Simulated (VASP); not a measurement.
# Rh (Fm-3m) in VASP: elastic constants with PBE

Aim: the elastic constants of Rh with PBE.

Program: VASP 6.6.1. These are calculated values, not measurements. Logs are shortened: lines on timing, memory, paths and dates and some standing lists are left out, and cuts for length are marked.

## (1) The structure

The structure is cubic, space group Fm-3m (No. 225). The conventional cell has a = 3.796 Å, b = 3.796 Å, c = 3.796 Å, α = 90.00°, β = 90.00°, γ = 90.00°. Around Rh (site symmetry m-3m) lie 12 Rh at 2.68 Å.

## (2) Elastic constants, PBE

The input, POSCAR:

```
Rh
1.0
    0.0000000000      1.8978500000      1.8978500000
    1.8978500000      0.0000000000      1.8978500000
    1.8978500000      1.8978500000      0.0000000000
Rh
1
Direct
    0.0000000000      0.0000000000      0.0000000000
```

The input, INCAR.step1:

```
SYSTEM = Rh
ALGO = Normal
EDIFF = 1E-8
EDIFFG = -0.002
ENCUT = 600
GGA = PE
IBRION = 2
ISIF = 3
ISMEAR = 0
LASPH = .True.
LCHARG = .False.
LREAL = .False.
LWAVE = .False.
NELM = 60
NSW = 40
PREC = Accurate
SIGMA = 0.1
```

The input, INCAR.step2:

```
SYSTEM = Rh
ALGO = Normal
EDIFF = 1E-8
ENCUT = 600
GGA = PE
IBRION = 6
ISIF = 3
ISMEAR = 0
LASPH = .True.
LCHARG = .False.
LREAL = .False.
LWAVE = .False.
NELM = 60
NFREE = 2
NSW = 1
POTIM = 0.015
PREC = Accurate
SIGMA = 0.1
```

The input, KPOINTS:

```
k-points
0
Gamma
  18 18 18
  0 0 0
```

Potentials or basis: VASP PAW PBE potentials, release 64 (Rh_pv).

The run is started by

```bash
cat potpaw_PBE.64/Rh_pv/POTCAR > POTCAR
cp INCAR.step1 INCAR
mpirun -np 1 vasp_std > vasp.out
cp CONTCAR POSCAR
cp INCAR.step2 INCAR
mpirun -np 1 vasp_std > vasp.out
```

OUTCAR:

```text
SYSTEM = Rh
   EDIFF = 1E-8
   ENCUT = 600
   GGA = PE
   IBRION = 6
   ISIF = 3
   ISMEAR = 0
   LASPH = .True.
   LREAL = .False.
   NELM = 60
   NFREE = 2
   NSW = 1
   POTIM = 0.015
   PREC = Accurate

 ion  position               nearest neighbor table
   1  0.000  0.000  0.000-

  LATTYP: Found a face centered cubic cell.
 ALAT       =     3.8294520708

  Lattice vectors:

 A1 = (   0.0000000000,   1.9147260354,   1.9147260354)
 A2 = (   1.9147260354,   0.0000000000,   1.9147260354)
 A3 = (   1.9147260354,   1.9147260354,   0.0000000000)

Analysis of symmetry for initial positions (statically):
=====================================================================
 Subroutine PRICEL returns:
 Original cell was already a primitive cell.

 Routine SETGRP: Setting up the symmetry group for a
 face centered cubic supercell.

 Subroutine GETGRP returns: Found 48 space group operations
 (whereof 48 operations were pure point group operations)
 out of a pool of 48 trial point group operations.

The static configuration has the point symmetry O_h .

Analysis of symmetry for dynamics (positions and initial velocities):
=====================================================================
 Subroutine PRICEL returns:
 Original cell was already a primitive cell.

 Routine SETGRP: Setting up the symmetry group for a
 face centered cubic supercell.

 Subroutine GETGRP returns: Found 48 space group operations
 (whereof 48 operations were pure point group operations)
 out of a pool of 48 trial point group operations.

The dynamic configuration has the point symmetry O_h .

 Subroutine INISYM returns: Found 48 space group operations
 (whereof 48 operations are pure point group operations),
 and found     1 'primitive' translations

----------------------------------------------------------------------------------------

                                     Primitive cell

  volume of cell :      14.0394

  direct lattice vectors                    reciprocal lattice vectors
     0.000000000  1.914726035  1.914726035    -0.261133964  0.261133964  0.261133964
     1.914726035  0.000000000  1.914726035     0.261133964 -0.261133964  0.261133964
     1.914726035  1.914726035  0.000000000     0.261133964  0.261133964 -0.261133964

  length of vectors
     2.707831527  2.707831527  2.707831527     0.452297294  0.452297294  0.452297294

  position of ions in fractional coordinates (direct lattice)
     0.000000000  0.000000000  0.000000000

  ion indices of the primitive-cell ions
   primitive index   ion index
                 1           1

----------------------------------------------------------------------------------------

 KPOINTS: k-points

Automatic generation of k-mesh.
 Grid dimensions read from file:
 generate k-points for:   18   18   18

 Generating k-lattice:

  Cartesian coordinates                     Fractional coordinates (reciprocal lattice)
    -0.014507442  0.014507442  0.014507442     0.055555556  0.000000000  0.000000000
     0.014507442 -0.014507442  0.014507442     0.000000000  0.055555556  0.000000000
     0.014507442  0.014507442 -0.014507442     0.000000000  0.000000000  0.055555556

  Length of vectors
     0.025127627  0.025127627  0.025127627

  Shift w.r.t. Gamma in fractional coordinates (k-lattice)
     0.000000000  0.000000000  0.000000000
[... 92 lines left out ...]

 number of electron      15.0000000 magnetization

 Free energy of the ion-electron system (eV)
  ---------------------------------------------------
  ext. energy  EPLUGINS =         0.00000000
  ---------------------------------------------------
  free energy    TOTEN  =        -7.26188024 eV

  energy without entropy =       -7.25472074  energy(sigma->0) =       -7.25830049

------------------------ aborting loop because EDIFF is reached ----------------------------------------

  FORCE on cell =-STRESS in cart. coord.  units (eV):
  Direction    XX          YY          ZZ          XY          YZ          ZX
  --------------------------------------------------------------------------------------
  -------------------------------------------------------------------------------------
  Total        0.0001418      0.0001418      0.0001418     -0.0000000     -0.0000000      0.0000000
  in kB        0.0161771      0.0161771      0.0161771     -0.0000000     -0.0000000      0.0000000
  external PRESSURE =       0.0161771 kB  Pullay stress =       0.0000000 kB
[... 86 lines left out ...]
  FREE ENERGIE OF THE ION-ELECTRON SYSTEM (eV)
  ---------------------------------------------------
  free  energy   TOTEN  =        -7.2576263875 eV

  energy  without entropy=       -7.2506303258  energy(sigma->0) =       -7.25412836

[... ionic steps 4 to 12 ...]

--------------------------------------- Ionic step       13  -------------------------------------------

 number of electron      15.0000000 magnetization

------------------------ aborting loop because EDIFF is reached ----------------------------------------
[... 65 lines left out ...]
--------------------------------------- Ionic step       15  -------------------------------------------

 number of electron      15.0000000 magnetization

 Free energy of the ion-electron system (eV)
  ---------------------------------------------------
  ext. energy  EPLUGINS =         0.00000000
  ---------------------------------------------------
  free energy    TOTEN  =        -7.26188040 eV

  energy without entropy =       -7.25472090  energy(sigma->0) =       -7.25830065

 E-fermi :  11.5253     XC(G=0): -13.8976

 val. band max:       11.5251251693   @ k =   0.5000   0.3889   0.0556
 cond. band min:      11.5332642798   @ k =  -0.4444   0.3333   0.1667
 fundamental gap:      0.0081391105
 Fermi energy:        11.5253155858

 k-point     1 :       0.0000    0.0000    0.0000
  band No.  band energies     occupation
      1     -34.8264      2.00000
      2     -34.8264      2.00000
      3     -34.8264      2.00000
      4       3.7186      2.00000
      5       8.5407      2.00000
      6       8.5407      2.00000
      7       8.5407      2.00000
      8      10.5573      2.00000
      9      10.5573      2.00000
     10      27.5330      0.00000
     11      32.1058      0.00000
[... 309 lines left out ...]
 k-point    24 :      -0.2222    0.0556    0.0000
  band No.  band energies     occupation
      1     -35.1546      2.00000
      2     -34.8937      2.00000
      3     -34.8641      2.00000
      4       5.5281      2.00000
      5       8.2074      2.00000
      6       8.9204      2.00000
      7       8.9714      2.00000
      8      10.3754      2.00000
      9      11.0330      2.00000
     10      26.8349      0.00000
     11      29.1448      0.00000

 [... further k-points ...]
[... 5 lines left out ...]
  --------------------------------------------------------------------------------------
  -------------------------------------------------------------------------------------
  Total        0.0000281      0.0000281      0.0000281     -0.0000000     -0.0000000      0.0000000
  in kB        0.0032058      0.0032058      0.0032058     -0.0000000     -0.0000000      0.0000000
  external PRESSURE =       0.0032058 kB  Pullay stress =       0.0000000 kB
[... 16 lines left out ...]
  FREE ENERGIE OF THE ION-ELECTRON SYSTEM (eV)
  ---------------------------------------------------
  free  energy   TOTEN  =        -7.2618804028 eV

  energy  without entropy=       -7.2547209027  energy(sigma->0) =       -7.25830065

 INTERNAL STRAIN TENSORS FROM STRAINED CELLS
 ============================================

 INTERNAL STRAIN TENSOR FOR ION    1 for displacements in x,y,z  (eV/Angst):
          X           Y           Z          XY          YZ          ZX
  --------------------------------------------------------------------------------
  x     0.00000     0.00000    -0.00000     0.00000    -0.00000    -0.00000
  y     0.00000    -0.00000    -0.00000     0.00000    -0.00000     0.00000
  z     0.00000    -0.00000     0.00000    -0.00000     0.00000     0.00000

 INTERNAL STRAIN TENSORS FROM DISPLACED ATOMS
 ============================================

 INTERNAL STRAIN TENSOR FOR ION    1 for displacements in x,y,z  (eV/Angst):
          X           Y           Z          XY          YZ          ZX
  --------------------------------------------------------------------------------
  x     0.00000     0.00000     0.00000     0.00000     0.00000     0.00000
  y     0.00000     0.00000     0.00000     0.00000     0.00000     0.00000
  z     0.00000     0.00000     0.00000     0.00000     0.00000     0.00000

 Eigenvectors and eigenvalues of the dynamical matrix
 ----------------------------------------------------

   1 f/i=    0.000000 THz     0.000000 2PiTHz    0.000000 cm-1     0.000000 meV
             X         Y         Z           dx          dy          dz
      0.000000  0.000000  0.000000     1.000000    0.000000    0.000000

   2 f/i=    0.000000 THz     0.000000 2PiTHz    0.000000 cm-1     0.000000 meV
             X         Y         Z           dx          dy          dz
      0.000000  0.000000  0.000000     0.000000    1.000000    0.000000

   3 f/i=    0.000000 THz     0.000000 2PiTHz    0.000000 cm-1     0.000000 meV
             X         Y         Z           dx          dy          dz
      0.000000  0.000000  0.000000     0.000000    0.000000    1.000000

--------------------------------------------------------------------------------------------------------

 ELASTIC MODULI CONTR FROM IONIC RELAXATION (kBar)
 Direction    XX          YY          ZZ          XY          YZ          ZX
 --------------------------------------------------------------------------------
 XX           0.0000      0.0000      0.0000      0.0000      0.0000      0.0000
 YY           0.0000      0.0000      0.0000      0.0000      0.0000      0.0000
 ZZ           0.0000      0.0000      0.0000      0.0000      0.0000      0.0000
 XY           0.0000      0.0000      0.0000      0.0000      0.0000      0.0000
 YZ           0.0000      0.0000      0.0000      0.0000      0.0000      0.0000
 ZX           0.0000      0.0000      0.0000      0.0000      0.0000      0.0000
 --------------------------------------------------------------------------------

 TOTAL ELASTIC MODULI (kBar)
 Direction    XX          YY          ZZ          XY          YZ          ZX
 --------------------------------------------------------------------------------
 XX        4185.6006   1784.0845   1784.0845      0.0000     -0.0000     -0.0000
 YY        1784.0845   4185.6006   1784.0845     -0.0000      0.0000      0.0000
 ZZ        1784.0845   1784.0845   4185.6006     -0.0000      0.0000     -0.0000
 XY           0.0000     -0.0000     -0.0000   1837.6599      0.0000      0.0000
 YZ          -0.0000      0.0000      0.0000      0.0000   1837.6599      0.0000
 ZX          -0.0000      0.0000     -0.0000      0.0000      0.0000   1837.6599
 --------------------------------------------------------------------------------
```

Wall time 27 min (1 thread of Intel Xeon Platinum 8259CL at 2.50GHz (Skylake/Cascade Lake), shared host); peak memory 0.62 GiB.

What came out:

* Relaxed volume: 14.04 Å³/atom
* Relaxed cell: a = 2.708 Å, b = 2.708 Å, c = 2.708 Å, α = 60.00°, β = 60.00°, γ = 60.00°
* Space group after relaxing (to 0.05 Å): Fm-3m (No. 225)
* Elastic constants C11, C12, C44: 419, 178, 184 GPa
* Voigt bulk modulus: 258 GPa

The path:
```tsv
step	energy change (eV)	largest force (eV/Å)	pressure (GPa)	volume (Å³)
1	0.0000	0.0000	7.34	13.67
2	0.0335	0.0000	-13.72	14.95
3	-0.0082	0.0000	-0.15	14.05
4	-0.0082	0.0000	-0.01	14.04
```

Final structure:
```cif
data_structure
_symmetry_space_group_name_H-M 'P 1'
_symmetry_Int_Tables_number 1
_cell_length_a 2.7078
_cell_length_b 2.7078
_cell_length_c 2.7078
_cell_angle_alpha 60.000
_cell_angle_beta 60.000
_cell_angle_gamma 60.000
_cell_volume 14.04
loop_
_atom_site_label
_atom_site_type_symbol
_atom_site_fract_x
_atom_site_fract_y
_atom_site_fract_z
_atom_site_occupancy
Rh1 Rh 0.00000 0.00000 0.00000 1
```

Elastic tensor in Voigt notation (GPa, in the Cartesian axes of the cell as first typed):
```
419 178 178   0   0   0
178 419 178   0   0   0
178 178 419   0   0   0
  0   0   0 184   0   0
  0   0   0   0 184   0
  0   0   0   0   0 184
```

Clamped-ion elastic tensor (GPa):
```
419 178 178   0   0   0
178 419 178   0   0   0
178 178 419   0   0   0
  0   0   0 184   0   0
  0   0   0   0 184   0
  0   0   0   0   0 184
```
